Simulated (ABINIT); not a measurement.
Crystal: TiAl3.

```
Ti Al
1.0
    -1.91111    1.91111    4.28067
     1.91111   -1.91111    4.28067
     1.91111    1.91111   -4.28067
Ti Al
1 3
Direct
  0.00000 0.00000 0.00000
  0.25000 0.75000 0.50000
  0.75000 0.25000 0.50000
  0.50000 0.50000 0.00000
```

The cell comes from a database or a generator and needn't be the stable form of this composition.

| Property | Result |
| --- | --- |
| Program | ABINIT 10.8.3 (patched build) |
| Task | relaxation of cell and atoms |
| Functional | PW91 |
| Potentials or basis | JTH PAW PBE v2.0 |
| Cutoff | 490 eV |
| k mesh | 6 × 6 × 6 |
| Occupations | fermi-dirac, width 0.05 eV |
| Spin | no spin polarisation |

At the start: pressure 2.2 GPa; volume 15.63 Å³/atom.

How do energy, volume and symmetry change on relaxing?

Over 6 steps the energy falls by 2.2 meV/atom and the volume is 15.96 Å³/atom (+2.1 %); space group I4/mmm (No. 139, to 0.05 Å).

Step by step:
```
step  energy change (eV)  largest force (eV/Å)  pressure (GPa)  volume (Å³)
   1              0.0000                0.0000            2.22        62.54
   2             -0.0049                0.0000            1.46        62.96
   3             -0.0090                0.0000            0.03        63.81
   4             -0.0090                0.0000           -0.01        63.83
   5             -0.0090                0.0000           -0.03        63.84
   6             -0.0090                0.0000           -0.01        63.84
```

Final structure:
```cif
data_structure
_symmetry_space_group_name_H-M 'P 1'
_symmetry_Int_Tables_number 1
_cell_length_a 5.1015
_cell_length_b 5.1015
_cell_length_c 5.1015
_cell_angle_alpha 135.713
_cell_angle_beta 135.713
_cell_angle_gamma 64.425
_cell_volume 63.84
loop_
_atom_site_label
_atom_site_type_symbol
_atom_site_fract_x
_atom_site_fract_y
_atom_site_fract_z
_atom_site_occupancy
Ti1 Ti 0.00000 0.00000 0.00000 1
Al1 Al 0.25000 0.75000 0.50000 1
Al2 Al 0.75000 0.25000 0.50000 1
Al3 Al 0.50000 0.50000 0.00000 1
```

Caveat: the k mesh is coarse (spacing up to 0.39 Å⁻¹), so the values aren't converged; the PAW data sets were made with another functional, which shifts forces and pressure a little.
